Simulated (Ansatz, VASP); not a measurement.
**HPt4 in VASP and in Ansatz**

```
Pt H
1.0
     2.77794    0.00000    0.00000
    -1.38897    2.40577    0.00000
     0.00000    0.00000   25.80455
Pt H
4 1
Direct
  0.66667 0.33333 0.32940
  0.33333 0.66667 0.41730
  0.00000 0.00000 0.50566
  0.66667 0.33333 0.59792
  0.00000 0.00000 0.63387
```

Alike in both runs: functional PBE; dispersion D3(BJ); k mesh 12 × 12 × 1; occupations gaussian, width 0.1 eV; no spin polarisation.

Ansatz relaxed the structure, and its values are those at the end. VASP's run is a single point on that final structure, the one shown.

|  | VASP | Ansatz |
| --- | --- | --- |
| version | VASP 6.6.1 | Ansatz 0.2.0 |
| potentials or method | VASP PAW PBE potentials, release 64 (Pt, H) | scalar-relativistic, plane waves, PAW |
| plane-wave cutoff (eV) | 520 | 420 |
| valence electrons in the cell | 41 | 73 |

|  | VASP | Ansatz | Ansatz less VASP |
| --- | --- | --- | --- |
| gap on the k mesh at the Fermi level (eV) | none | none | - |
| rms of the force components (eV/Å) | 0.083 | 0.087 | +0.0041 |

A gap of «none» marks a metal or a gap that the smearing closes. The two sets of potentials don't hold the same shells in valence. Ansatz warned: «xc_potential_rough_in_thin_density».

The runs have no spin-orbit coupling, so splittings on Pt are missing.
